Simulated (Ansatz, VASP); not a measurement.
**Rh in VASP and in Ansatz**

The input INCAR:

```
SYSTEM = Rh
  ALGO = Normal
  EDIFF = 1E-6
  ENCUT = 520
  GGA = PS
  ISIF = 2
  ISMEAR = -1
  LASPH = .True.
  LCHARG = .True.
  LELF = .True.
  LREAL = .False.
  LVHAR = .True.
  LWAVE = .False.
  NBANDS = 14
  NELM = 60
  PREC = Accurate
  SIGMA = 0.1
```

File KPOINTS:

```
k-points
0
Gamma
  14 14 14
  0 0 0
```

Contents of POSCAR:

```
Rh
1.0
    2.5657824947      0.0000000000      0.0000000000
    0.0000000000      2.5657824947      0.0000000000
    0.0000000000      0.0000000000      2.5657824947
Rh
1
Direct
    0.0000000000      0.0000000000      0.0000000000
```

Input for Ansatz:

```yaml
crystal:
  lattice:
    - [2.5657824947, 0.0, 0.0]
    - [0.0, 2.5657824947, 0.0]
    - [0.0, 0.0, 2.5657824947]
  atoms:
    - { symbol: Rh, position: [0.0, 0.0, 0.0] }
hamiltonian:
  xc: pbesol
  pseudopotentials:
    kind: paw
    azcp:
      Rh: "pseudopotentials/Rh.paw.azcp"
basis:
  ecutwfc: 420
  fft_grid_basis: typed
kpoints:
  mp_grid: { grid: [14, 14, 14], shift: [0, 0, 0] }
magnetization:
  spin_polarized: false
scf:
  occupations: { method: fermi_dirac, width: 0.1 }
  lower_state_search: "off"
output:
  stress: true
```

Alike in both runs: task single point; functional PBEsol; k mesh 14 × 14 × 14; occupations fermi-dirac, width 0.1 eV; no spin polarisation.

|  | VASP | Ansatz |
| --- | --- | --- |
| version | VASP 6.6.1 | Ansatz 0.2.0 |
| potentials or method | VASP PAW PBE potentials, release 64 (Rh_pv) | plane waves (420 eV) with PAW, scalar-relativistic |
| plane-wave cutoff (eV) | 520 | 420 |
| valence electrons in the cell | 15 | 17 |

```tsv
	VASP	Ansatz	Ansatz less VASP
pressure (GPa)	-13.4	-13.5	-0.06
```

The two sets of potentials don't hold the same shells in valence. Ansatz warned: «pseudo_functional_mismatch».

Caveats: the PAW data sets were made with another functional, which shifts forces and pressure a little (VASP).
